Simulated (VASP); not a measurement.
# Al2Cu: relaxation of cell and atoms with PBEsol

Crystal: Al2Cu.

```
Al Cu
1.0
    -2.03034    2.03034    2.85109
     2.03034   -2.03034    2.85109
     2.03034    2.03034   -2.85109
Al Cu
2 1
Cartesian
  0.0000 2.0303 1.4255
  2.0303 0.0000 1.4255
  0.0000 0.0000 2.8511
```

The cell comes from a database or a generator and needn't be the stable form of this composition.

```json
{
  "Program": "VASP 6.6.1",
  "Task": "relaxation of cell and atoms",
  "Functional": "PBEsol",
  "Potentials or basis": "VASP PAW PBE potentials, release 64 (Al, Cu)",
  "Cutoff": "600 eV",
  "k mesh": "14 × 14 × 14",
  "Occupations": "gaussian, width 0.1 eV",
  "Spin": "no spin polarisation",
  "Further INCAR settings": "ALGO = Fast; EDIFF = 1e-07; IBRION = 2; EDIFFG = -0.005; NSW = 90; ISIF = 3"
}
```

The relaxed volume is 15.69 Å³/atom and the relaxed cell is a = 4.053 Å, b = 4.053 Å, c = 4.053 Å, α = 119.99°, β = 119.99°, γ = 90.02°. The space group after relaxing (to 0.05 Å) is Fm-3m (No. 225). The energy gained by relaxing is 0.2 meV/atom and the ionic steps are 3. The pressure after relaxing is 0.0 GPa and the band gap on the k mesh is none (metal or under the smearing width).

Step by step:
```csv
step,energy change (eV),largest force (eV/Å),pressure (GPa),volume (Å³)
1,0.0000,0.0000,0.05,47.01
2,-0.0003,0.0000,0.09,47.04
3,-0.0005,0.0000,0.01,47.08
```

Final structure:
```cif
data_structure
_symmetry_space_group_name_H-M 'P 1'
_symmetry_Int_Tables_number 1
_cell_length_a 4.0528
_cell_length_b 4.0528
_cell_length_c 4.0528
_cell_angle_alpha 119.990
_cell_angle_beta 119.990
_cell_angle_gamma 90.017
_cell_volume 47.08
loop_
_atom_site_label
_atom_site_type_symbol
_atom_site_fract_x
_atom_site_fract_y
_atom_site_fract_z
_atom_site_occupancy
Al1 Al 0.75000 0.25000 0.50000 1
Al2 Al 0.25000 0.75000 0.50000 1
Cu1 Cu 0.50000 0.50000 0.00000 1
```

Levels at points of the mesh, in eV from the Fermi level:
| k point | band 7 | band 8 | band 9 | band 10 | band 11 | band 12 |
| --- | --- | --- | --- | --- | --- | --- |
| (0.00, 0.00, 0.00) | 2.90 | 2.90 | 2.90 | 2.95 | 2.95 | 2.95 |
| (0.50, 0.00, 0.00) | -3.99 | 0.61 | 0.61 | 2.94 | 2.94 | 3.84 |
| (0.50, 0.50, 0.00) | -3.78 | -2.00 | -2.00 | 0.38 | 1.49 | 9.04 |
| (0.50, 0.50, 0.50) | -3.78 | -2.00 | -2.00 | 0.37 | 1.49 | 9.04 |

It took 2 min on 1 thread of Intel(R) Xeon(R) 6975P-C (Granite Rapids) (shared host), peak memory 0.33 GiB.

Caveat: the PAW data sets were made with another functional, which shifts forces and pressure a little.
